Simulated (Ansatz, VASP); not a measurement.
One calculation of Hg, two programs

The input INCAR:

```
ALGO = Normal
EDIFF = 1E-8
ENCUT = 520
GGA = PS
ISIF = 2
ISMEAR = -1
LASPH = True
LCHARG = False
LEFG = True
LREAL = False
LWAVE = False
NBANDS = 25
NELM = 60
PREC = Accurate
SIGMA = 0.05
```

KPOINTS

```
k-points
0
Gamma
  8 8 9
```

Contents of POSCAR:

```
Hg
1.0
    4.4946020006      0.0000000000      0.0000000000
   -2.2473010003      3.8924395124      0.0000000000
    0.0000000000      0.0000000000      3.8700000000
Hg
3
Direct
    0.3333333333      0.6666666667      0.5000000000
    0.0000000000      0.0000000000      0.0000000000
    0.6666666667      0.3333333333      0.5000000000
```

Input for Ansatz:

```yaml
crystal:
  lattice:
    - [4.4946020006, 0.0, 0.0]
    - [-2.2473010003, 3.8924395124, 0.0]
    - [0.0, 0.0, 3.87]
  atoms:
    - { symbol: Hg, position: [0.3333333333, 0.6666666667, 0.5] }
    - { symbol: Hg, position: [0.0, 0.0, 0.0] }
    - { symbol: Hg, position: [0.6666666667, 0.3333333333, 0.5] }
kpoints:
  mp_grid: { grid: [8, 8, 9] }
scf:
  occupations: { method: fermi_dirac, width: 0.05 }
hamiltonian:
  xc: pbesol
  pseudopotentials: { kind: paw }
output:
  forces: true
  stress: true
  eigenvalues: true
  efg: { contact_densities: true }
```

Change from the starting cell: equal xx and yy strain of -1 %, PAW files.

Alike in both runs: task electric field gradients; functional PBEsol; k mesh 8 × 8 × 9; occupations fermi-dirac, width 0.05 eV; no spin polarisation.

```csv
,VASP,Ansatz
version,VASP 6.6.1,Ansatz 0.2.0
potentials or method,"VASP PAW PBE potentials, release 64 (Hg)","PAW with Ansatz's default frozen-core files, scalar-relativistic"
plane-wave cutoff (eV),520,420
valence electrons in the cell,36,60
```

```tsv
	VASP	Ansatz	Ansatz less VASP
pressure (GPa)	10.9	10.0	-0.95
largest component of the traceless stress (GPa)	10.54	9.86	-0.682
Vzz of the field gradient on the site that differs most (V/Å²)	357.0	271.2	-85.75
```

The functional is the same, so the differences come from potentials, cutoffs and numerics. The two sets of potentials don't hold the same shells in valence. Ansatz warned: «gradients_without_spin_orbit».

Caveats: the PAW data sets were made with another functional, which shifts forces and pressure a little (VASP). The runs have no spin-orbit coupling, so splittings on Hg are missing.
